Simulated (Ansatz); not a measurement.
The system is Sb.

```xyz
1
Lattice="-1.8713 1.8713 1.8713 1.8713 -1.8713 1.8713 1.8713 1.8713 -1.8713" Properties=species:S:1:pos:R:3 pbc="T T T"
Sb    0.0000    0.0000    0.0000
```

This isn't the form of Sb at room conditions, which is rhombohedral.

```yaml
Program: Ansatz 0.2.0
Task: relaxation of cell and atoms
Functional: PBE
Potentials_or_basis: Ansatz PAW
Cutoff: "420 eV (not typed: the program's choice for these potentials)"
k_mesh: 10 × 10 × 10
Occupations: fermi-dirac, width 0.05 eV
Spin: no spin polarisation
```

At the start: volume 26.21 Å³/atom.

Task: Where does the relaxation end?

Result: It ends after 5 steps and the volume is 27.50 Å³/atom (+4.9 %); space group Im-3m (No. 229, to 0.05 Å).

The path:
```csv
step,energy change (eV),largest force (eV/Å),volume (Å³)
1,0.0000,0.0000,26.21
2,-0.0100,0.0000,28.03
3,-0.0119,0.0000,27.55
4,-0.0119,0.0000,27.50
5,-0.0122,0.0000,27.50
```

Final structure:
```xyz
1
Lattice="-1.9016 1.9016 1.9016 1.9016 -1.9016 1.9016 1.9016 1.9016 -1.9016" Properties=species:S:1:pos:R:3 pbc="T T T"
Sb    0.0000    0.0000    0.0000
```

Caveat: the plane-wave basis is chosen anew once the cell has moved, so the energies of steps on either side of that aren't comparable.
